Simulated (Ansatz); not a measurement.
Ca:

```
Ca
1.0
     0.00000    2.79420    2.79420
     2.79420    0.00000    2.79420
     2.79420    2.79420    0.00000
Ca
1
Cartesian
  0.0000 0.0000 0.0000
```

* Program: Ansatz 0.2.0
* Task: relaxation of cell and atoms
* Functional: PBE
* Potentials or basis: Ansatz PAW
* Cutoff: 420 eV (not typed: the program's choice for these potentials)
* k mesh: 8 × 8 × 8
* Occupations: fermi-dirac, width 0.05 eV
* Spin: no spin polarisation

At the start: volume 43.63 Å³/atom.

Q: How do energy, volume and symmetry change on relaxing?

A: It ends after 4 steps and the volume is 42.13 Å³/atom (-3.4 %); space group Fm-3m (No. 225, to 0.05 Å).

The path:
```
step  energy change (eV)  largest force (eV/Å)  volume (Å³)
   1              0.0000                0.0000        43.63
   2             -0.0018                0.0000        43.01
   3             -0.0027                0.0000        42.13
   4             -0.0026                0.0000        42.13
```

Final structure:
```
CELL_PARAMETERS angstrom
0.00000 2.76178 2.76178
2.76178 0.00000 2.76178
2.76178 2.76178 0.00000
ATOMIC_POSITIONS crystal
Ca 0.00000 0.00000 0.00000
```

Caveat: the plane-wave basis is chosen anew once the cell has moved, so the energies of steps on either side of that aren't comparable.
